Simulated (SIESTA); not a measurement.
The system is TePb.

```xyz
2
Lattice="0.0000 3.2310 3.2310 3.2310 0.0000 3.2310 3.2310 3.2310 0.0000" Properties=species:S:1:pos:R:3 pbc="T T T"
Pb    0.0000    0.0000    0.0000
Te    3.2310    3.2310    3.2310
```

Base run:

- Program: SIESTA 5.4.2
- Functional: vdW-DF-cx
- Potentials or basis: PseudoDojo 0.4 standard (PBE files)
- Basis: DZP (energy shift 0.002 Ry)
- Grid cutoff: 500 Ry
- Energy shift: 0.002 Ry
- k mesh: 7 × 7 × 7
- Occupations: fermi-dirac, width 0.05 eV
- Spin: no spin polarisation

Its results: pressure 1.1 GPa.

**Question.** The run is repeated on the same cell with these changes: functional from vdW-DF-cx to PBE; basis from DZP (energy shift 0.002 Ry) to DZ (energy shift 0.002 Ry). What comes out?

**Answer.** Pressure 3.5 GPa.

Several settings changed at once, so the effect can't be laid on one alone.

Caveats: semicore shells carry a single zeta, which can move pressures by several GPa and volumes by a few percent; the basis of atomic orbitals isn't converged, which shifts pressures, moduli and gaps; the potentials were made for another functional, which shifts forces and pressure (some runs); the basis has no polarisation orbitals (some runs).
